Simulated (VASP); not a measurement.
# A slab model of blue phosphorene monolayer, part 3 of 3

Aim: model blue phosphorene monolayer by a slab and find how far its highest filled level lies below the vacuum.

VASP 6.6.1, plane waves and PAW; the level of theory is named at each step.

So far. Step 2 (Surface relaxation): The run ended after 3 ionic steps, 0.000 eV below its first step, once forces and stress met EDIFFG = -0.02. Step 3 (Potential and states of the slab): The vacuum level lies 6.17 eV above the highest filled level at the upper face; both faces agree, as the slab has next to no dipole.

### 4. The slab in a field, field -0.1

Level of this step: PBE; plane waves and PAW (P) (VASP).

A field across the slab, with the atoms held, gives the electronic response: the dipole changes linearly with the field, and the energy has a linear term from the slab's own dipole and a quadratic one from its polarisability.

The input, INCAR:

```
SYSTEM = P
PREC = Normal
ENCUT = 340
EDIFF = 1E-06
NELM = 120
ISMEAR = -1
SIGMA = 0.05
LREAL = .FALSE.
ALGO = Fast
GGA = PE
NBANDS = 11
LORBIT = 11
LWAVE = .FALSE.
LCHARG = .FALSE.
KPAR = 2
LASPH = .TRUE.
IDIPOL = 3
LDIPOL = .TRUE.
DIPOL = 0.5 0.5 0.5
EFIELD = -0.1
LVHAR = .TRUE.
```

The input, POSCAR:

```
P
1.0
    3.2777904237      0.0000000000      0.0000000000
   -1.6388952118      2.8386497752      0.0000000000
    0.0000000000      0.0000000000     19.2400000000
P
2
Direct
    0.6666666667      0.3333333333      0.4678546875
    0.3333333333      0.6666666667      0.5321453125
```

The input, KPOINTS:

```
Automatic mesh
0
Gamma
12 12 1
0 0 0
```

Potentials, in the order of the species: P (PBE family, release 64).

On the command line:

```console
$ mpirun -np 2 vasp_std
```

The log of the run:

```text
[... set-up lines as in an earlier step ...]
 entering main loop
       N       E                     dE             d eps       ncg     rms          rms(c)
DAV:   1     0.483914290663E+02    0.48391E+02   -0.27351E+03   418   0.447E+02
DAV:   2    -0.626956511240E+01   -0.54661E+02   -0.49703E+02   632   0.990E+01
DAV:   3    -0.107653719756E+02   -0.44958E+01   -0.44700E+01   571   0.349E+01
DAV:   4    -0.108315878843E+02   -0.66216E-01   -0.66160E-01   614   0.492E+00
DAV:   5    -0.108323896239E+02   -0.80174E-03   -0.80165E-03   608   0.469E-01    0.699E+00
RMM:   6    -0.107606557251E+02    0.71734E-01   -0.34305E-02   481   0.940E-01    0.420E+00
RMM:   7    -0.107314403994E+02    0.29215E-01   -0.73967E-02   517   0.147E+00    0.183E-01
RMM:   8    -0.107317263306E+02   -0.28593E-03   -0.63396E-03   570   0.554E-01    0.134E-01
RMM:   9    -0.107317281881E+02   -0.18574E-05   -0.12555E-03   554   0.253E-01    0.287E-02
RMM:  10    -0.107317710719E+02   -0.42884E-04   -0.31976E-04   617   0.119E-01    0.379E-02
RMM:  11    -0.107318342060E+02   -0.63134E-04   -0.83471E-05   544   0.526E-02    0.444E-02
RMM:  12    -0.107318496263E+02   -0.15420E-04   -0.26467E-05   569   0.304E-02    0.181E-02
RMM:  13    -0.107319203197E+02   -0.70693E-04   -0.12907E-05   534   0.184E-02    0.573E-03
RMM:  14    -0.107319410765E+02   -0.20757E-04   -0.53958E-06   494   0.106E-02    0.275E-03
RMM:  15    -0.107319585774E+02   -0.17501E-04   -0.20560E-06   474   0.648E-03    0.841E-04
RMM:  16    -0.107319623932E+02   -0.38158E-05   -0.48405E-07   434   0.346E-03    0.198E-03
RMM:  17    -0.107319681616E+02   -0.57684E-05   -0.43360E-07   454   0.267E-03    0.679E-04
RMM:  18    -0.107319684272E+02   -0.26562E-06   -0.84170E-08   328   0.141E-03
   1 F= -.10731968E+02 E0= -.10731968E+02  d E =-.118480E-08
```

It took 8.4 s on 2 MPI ranks of AMD EPYC 7R43, shared host; peak memory 0.24 GiB; 12 s of CPU time.

From OUTCAR (step 4):

```text
The static configuration has the point symmetry D_3d.

 Found     19 irreducible k-points:

   NELECT =      10.0000    total number of electrons

 dipolmoment           0.000000      0.000000     -0.019203 electrons x Angstroem

 E-fermi :  -2.7573

 k-point     1 :       0.0000    0.0000    0.0000
  band No.  band energies     occupation
      1     -17.8565      2.00000
      2     -10.1492      2.00000
      3      -4.1425      2.00000
      4      -3.8669      2.00000
      5      -3.8669      2.00000
      6       0.0776      0.00000
      7       0.1744      0.00000
      8       0.1744      0.00000
      9       1.5471      0.00000
     10       2.1193      0.00000
    ...

 k-point     2 :       0.0833   -0.0000    0.0000
  band No.  band energies     occupation
      1     -17.7446      2.00000
      2     -10.0743      2.00000
      3      -4.7481      2.00000
      4      -4.1154      2.00000
      5      -4.0775      2.00000
      6      -0.1393      0.00000
      7       0.4927      0.00000
      8       0.9290      0.00000
      9       1.6902      0.00000
     10       2.2420      0.00000
    ...

  Total       -0.0106558     -0.0106558     -0.0228490     -0.0000000      0.0000000      0.0000000
  in kB       -0.0953671     -0.0953671     -0.2044939     -0.0000000      0.0000000      0.0000000
  external PRESSURE =      -0.1317427 kB  Pullay stress =       0.0000000 kB

 POSITION                                       TOTAL-FORCE (eV/Angst)
 -----------------------------------------------------------------------------------
      1.63890      0.94622      9.00152         0.000000      0.000000     -0.001623
     -0.00000      1.89243     10.23848        -0.000000     -0.000000      0.001623
 -----------------------------------------------------------------------------------
    total drift:                                0.000000     -0.000000     -0.000036

  FREE ENERGIE OF THE ION-ELECTRON SYSTEM (eV)
  ---------------------------------------------------
  free  energy   TOTEN  =       -10.7319684272 eV

  energy  without entropy=      -10.7319684261  energy(sigma->0) =      -10.73196843

 vacuum level on the upper side and lower side of the slab         3.154         1.690

 total charge
# of ion       s       p       d       tot
------------------------------------------
    1        1.095   1.358   0.000   2.453
    2        1.097   1.356   0.000   2.452
--------------------------------------------------
tot          2.192   2.714   0.000   4.905

[... 8 parts as in an earlier step ...]

[... 5 further parts left out ...]
```

Numbers from this step:

* Fermi energy: -2.757 eV
* dipole moment: 0, 0, -0.01920 e·Å
* least direct gap on the k-mesh: 2.226 eV

Zero at the Fermi level. The planar average of the electrostatic potential by height:

```
height (Å)  planar average of the electrostatic potential (eV)
       0.0                                                5.18
       0.5                                                4.45
       1.0                                                4.50
       1.5                                                4.55
       2.0                                                4.60
       2.5                                                4.65
       3.0                                                4.70
       3.5                                                4.75
       4.0                                                4.80
       4.5                                                4.85
       5.0                                                4.90
       5.5                                                4.95
       6.0                                                4.99
       6.5                                                5.01
       7.0                                                4.93
       7.5                                                4.46
       8.0                                                2.39
       8.5                                               -6.04
       9.0                                               -14.5
       9.5                                               -10.7
      10.0                                               -13.6
      10.5                                               -11.6
      11.0                                              -0.145
      11.5                                                3.87
      12.0                                                4.92
      12.5                                                5.21
      13.0                                                5.31
      13.5                                                5.38
      14.0                                                5.43
      14.5                                                5.48
      15.0                                                5.53
      15.5                                                5.58
      16.0                                                5.63
      16.5                                                5.68
      17.0                                                5.73
      17.5                                                5.78
      18.0                                                5.83
      18.5                                                5.88
      19.0                                                5.75
```

Energy at zero smearing: -10.73197 eV.

### 5. The slab in a field, field 0.1

INCAR, as its differences from that of step 4:

```diff
@@ -19,3 +19,3 @@
 DIPOL = 0.5 0.5 0.5
-EFIELD = -0.1
+EFIELD = 0.1
 LVHAR = .TRUE.
```

POSCAR is that of step 4.

KPOINTS is that of step 4.

On the command line:

```console
$ mpirun -np 2 vasp_std
```

The log of the run:

```text
[... set-up lines as in an earlier step ...]
 entering main loop
       N       E                     dE             d eps       ncg     rms          rms(c)
DAV:   1     0.483910967041E+02    0.48391E+02   -0.27349E+03   418   0.447E+02
DAV:   2    -0.605040935971E+01   -0.54442E+02   -0.50014E+02   635   0.996E+01
DAV:   3    -0.107441937307E+02   -0.46938E+01   -0.46664E+01   569   0.351E+01
DAV:   4    -0.108318188997E+02   -0.87625E-01   -0.87582E-01   608   0.544E+00
DAV:   5    -0.108323870728E+02   -0.56817E-03   -0.56809E-03   584   0.434E-01    0.699E+00
RMM:   6    -0.107606527977E+02    0.71734E-01   -0.34489E-02   480   0.943E-01    0.421E+00
RMM:   7    -0.107314247788E+02    0.29228E-01   -0.74492E-02   518   0.147E+00    0.184E-01
RMM:   8    -0.107317234191E+02   -0.29864E-03   -0.64204E-03   572   0.558E-01    0.135E-01
RMM:   9    -0.107317270835E+02   -0.36644E-05   -0.12663E-03   545   0.255E-01    0.298E-02
RMM:  10    -0.107317718779E+02   -0.44794E-04   -0.33257E-04   619   0.120E-01    0.390E-02
RMM:  11    -0.107318354876E+02   -0.63610E-04   -0.77991E-05   540   0.504E-02    0.467E-02
RMM:  12    -0.107318497802E+02   -0.14293E-04   -0.24351E-05   562   0.289E-02    0.192E-02
RMM:  13    -0.107319193397E+02   -0.69559E-04   -0.12154E-05   532   0.175E-02    0.548E-03
RMM:  14    -0.107319411939E+02   -0.21854E-04   -0.53137E-06   490   0.101E-02    0.274E-03
RMM:  15    -0.107319586413E+02   -0.17447E-04   -0.20122E-06   473   0.633E-03    0.104E-03
RMM:  16    -0.107319624725E+02   -0.38312E-05   -0.45697E-07   437   0.334E-03    0.207E-03
RMM:  17    -0.107319681744E+02   -0.57018E-05   -0.43165E-07   452   0.262E-03    0.816E-04
RMM:  18    -0.107319684424E+02   -0.26798E-06   -0.79654E-08   321   0.139E-03
   1 F= -.10731968E+02 E0= -.10731968E+02  d E =-.118487E-08
```

It took 8.4 s on 2 MPI ranks; peak memory 0.24 GiB.

From OUTCAR (step 5):

```text
   NELECT =      10.0000    total number of electrons

 dipolmoment           0.000000      0.000000      0.019204 electrons x Angstroem

 E-fermi :  -2.7573

 k-point     1 :       0.0000    0.0000    0.0000
  band No.  band energies     occupation
      1     -17.8565      2.00000
      2     -10.1492      2.00000
      3      -4.1425      2.00000
      4      -3.8669      2.00000
      5      -3.8669      2.00000
      6       0.0776      0.00000
      7       0.1744      0.00000
      8       0.1744      0.00000
      9       1.5470      0.00000
     10       2.1194      0.00000
    ...

  Total       -0.0106512     -0.0106512     -0.0228768     -0.0000000      0.0000000      0.0000000
  in kB       -0.0953255     -0.0953255     -0.2047425     -0.0000000      0.0000000      0.0000000
  external PRESSURE =      -0.1317978 kB  Pullay stress =       0.0000000 kB

 POSITION                                       TOTAL-FORCE (eV/Angst)
 -----------------------------------------------------------------------------------
      1.63890      0.94622      9.00152        -0.000000     -0.000000     -0.001632
     -0.00000      1.89243     10.23848         0.000000      0.000000      0.001632
 -----------------------------------------------------------------------------------
    total drift:                               -0.000000      0.000000      0.000027

  FREE ENERGIE OF THE ION-ELECTRON SYSTEM (eV)
  ---------------------------------------------------
  free  energy   TOTEN  =       -10.7319684424 eV

  energy  without entropy=      -10.7319684412  energy(sigma->0) =      -10.73196844

 vacuum level on the upper side and lower side of the slab         1.690         3.154

[... 10 parts as in an earlier step ...]

[... 7 further parts left out ...]
```

This step gave:

* dipole moment: 0, 0, 0.01920 e·Å

Zero at the Fermi level. Table of planar average of the electrostatic potential by height:

```
height (Å)  planar average of the electrostatic potential (eV)
       0.0                                                5.18
       0.5                                                5.90
       1.0                                                5.85
       1.5                                                5.80
       2.0                                                5.75
       2.5                                                5.70
       3.0                                                5.65
       3.5                                                5.60
       4.0                                                5.55
       4.5                                                5.50
       5.0                                                5.45
       5.5                                                5.40
       6.0                                                5.34
       6.5                                                5.27
       7.0                                                5.10
       7.5                                                4.55
       8.0                                                2.43
       8.5                                               -6.03
       9.0                                               -14.5
       9.5                                               -10.7
      10.0                                               -13.6
      10.5                                               -11.6
      11.0                                              -0.166
      11.5                                                3.81
      12.0                                                4.79
      12.5                                                5.00
      13.0                                                5.01
      13.5                                                4.97
      14.0                                                4.93
      14.5                                                4.88
      15.0                                                4.83
      15.5                                                4.78
      16.0                                                4.73
      16.5                                                4.68
      17.0                                                4.63
      17.5                                                4.58
      18.0                                                4.53
      18.5                                                4.48
      19.0                                                4.61
```

Energy at zero smearing: -10.73197 eV.

### 6. Derived quantities

This step: slab, PBE; plane waves and PAW (VASP 6.6.1).

No new run; the numbers come from the runs before.

Numbers from this step:

| Quantity | Value |
| --- | --- |
| polarisability per area of the slab or monolayer | 0.2972 Å |
| ionisation potential at the upper face | 6.168 eV |

VASP counts both for electrons: a positive EFIELD is a field along -c, and a positive dipole, in electrons times A, points along -c. Field, by row:

```
EFIELD (eV/Å)  dipole along z (e Å)  energy change (eV)
         -0.1               -0.0192            -9.62e-4
            0                     0                   0
          0.1                0.0192            -9.62e-4
```

The polarisability is the slope of the dipole against the field, as a volume for each unit of area.

### 7. Slab, bad settings

This step: PBE, spin-polarised, with small moments to start from; plane waves and PAW (P) (VASP 6.6.1).

As a lesson, the run is repeated with a fault in its input.

INCAR, as its differences from that of step 5:

```diff
@@ -4,3 +4,3 @@
 EDIFF = 1E-06
-NELM = 120
+NELM = 86
 ISMEAR = -1
@@ -19,3 +19,5 @@
 DIPOL = 0.5 0.5 0.5
-EFIELD = 0.1
 LVHAR = .TRUE.
+LVACPOTAV = .TRUE.
+ISPIN = 2
+MAGMOM = 1.0
```

POSCAR is that of step 5.

KPOINTS is that of step 5.

On the command line:

```console
$ mpirun -np 2 vasp_std
```

The log of the run:

```text
running    2 mpi-ranks, on    1 nodes
[...]
-----------------------------------------------------------------------------
|                                                                             |
|     EEEEEEE  RRRRRR   RRRRRR   OOOOOOO  RRRRRR      ###     ###     ###     |
|     E        R     R  R     R  O     O  R     R     ###     ###     ###     |
|     E        R     R  R     R  O     O  R     R     ###     ###     ###     |
|     EEEEE    RRRRRR   RRRRRR   O     O  RRRRRR       #       #       #      |
|     E        R   R    R   R    O     O  R   R                               |
|     E        R    R   R    R   O     O  R    R      ###     ###     ###     |
|     EEEEEEE  R     R  R     R  OOOOOOO  R     R     ###     ###     ###     |
|                                                                             |
|     ERROR: You have set 1 value(s) for MAGMOM; however for                  |
|     spin-polarized calculations (ISPIN=2), MAGMOM has to be a list of       |
|     NIONS values. NIONS=2 in your calculation.                              |
|                                                                             |
|       ---->  I REFUSE TO CONTINUE WITH THIS SICK JOB ... BYE!!! <----       |
|                                                                             |
 -----------------------------------------------------------------------------

1
1
```

Wall time 4.2 s (2 MPI ranks).

VASP stopped before it finished a first electronic cycle.

VASP's message: “ERROR: You have set 1 value(s) for MAGMOM; however for spin-polarized calculations (ISPIN=2), MAGMOM has to be a list of”. No number of this run is used.

The fault in the input: wrong count of starting moments (ISPIN = 2 and MAGMOM = "1.0"). MAGMOM needs one number an atom.

### 8. Outcome

| Property | Result |
| --- | --- |
| ionisation potential of the slab | 6.17 eV |
| polarisability per area of the slab or monolayer | 0.297 Å |

The ionisation potential is 6.17 eV at both faces. The atoms hardly moved within the symmetry of the start. Semilocal band edges put the ionisation potential too low and the gap too small. The slab has a gap, so the level below the vacuum is counted from the highest filled level.

[Lines on the potential files, build, host, timing and source positions are cut from VASP's logs without a mark.]

[Logs are printed without paths, hosts, clocks, repeated set-up lines and the standing remarks that a program may print on its own settings, such as how far it seeks lower states.]

[Hosts, paths, dates, database ids (printed as entryN), source tags and the programs' standing remarks are cut or masked in the printed files.]

[In band tables of VASP the shares of atoms and orbitals are scaled to a sum of 1 inside the atoms' spheres.]

[Runs that stopped without an error message from VASP are left out.]
